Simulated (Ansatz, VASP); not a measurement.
**Pt: VASP beside Ansatz**

File INCAR:

```
PREC     = Accurate       # precision mode
ENCUT    = 520            # plane-wave cutoff, eV
EDIFF    = 1E-6           # SCF threshold, eV
ISMEAR   = 0              # smearing method
SIGMA    = 0.1            # smearing width, eV
LREAL    = F              # projectors in reciprocal space
LASPH    = T              # aspherical terms in the spheres
NELM     = 60             # most SCF steps
ALGO     = Fast           # electronic algorithm
ISIF     = 2              # what is computed and relaxed
LWAVE    = F              # write WAVECAR
LCHARG   = F              # write CHGCAR
GGA      = PE             # functional
NBANDS   = 11             # bands
```

Contents of KPOINTS:

```
Automatic mesh
0
Gamma
  8 8 8
```

POSCAR

```
Pt
1.0
    0.0000000000      1.9609000000      1.9609000000
    1.9609000000      0.0000000000      1.9609000000
    1.9609000000      1.9609000000      0.0000000000
Pt
1
Direct
    0.0000000000      0.0000000000      0.0000000000
```

Input for Ansatz:

```yaml
crystal:
  lattice:
    - [0.0, 1.9609, 1.9609]
    - [1.9609, 0.0, 1.9609]
    - [1.9609, 1.9609, 0.0]
  atoms:
    - { symbol: Pt, position: [0.0, 0.0, 0.0] }
basis:
  ecutwfc: 420
kpoints:
  mp_grid: { grid: [8, 8, 8] }
hamiltonian:
  xc: pbe
scf:
  occupations: { method: gaussian, width: 0.1 }
output:
  forces: true
  stress: true
  eigenvalues: true
```

Alike in both runs: task single point; functional PBE; k mesh 8 × 8 × 8; occupations gaussian, width 0.1 eV; no spin polarisation.

|  | VASP | Ansatz |
| --- | --- | --- |
| version | VASP 6.6.1 | Ansatz 0.2.0 |
| potentials or method | VASP PAW PBE potentials, release 64 (Pt) | scalar-relativistic, plane waves, PAW |
| plane-wave cutoff (eV) | 520 | 420 |
| valence electrons in the cell | 10 | 18 |

Ansatz gave:

* gap on the k mesh at the Fermi level (eV): none
* pressure (GPa): 9.4

Q: What did VASP give for the same quantities?

A: gap on the k mesh at the Fermi level (eV): none; pressure (GPa): 8.8.

A gap of «none» marks a metal or a gap that the smearing closes. The two sets of potentials don't hold the same shells in valence.

Spin-orbit coupling is left out, which matters for the levels of Pt.
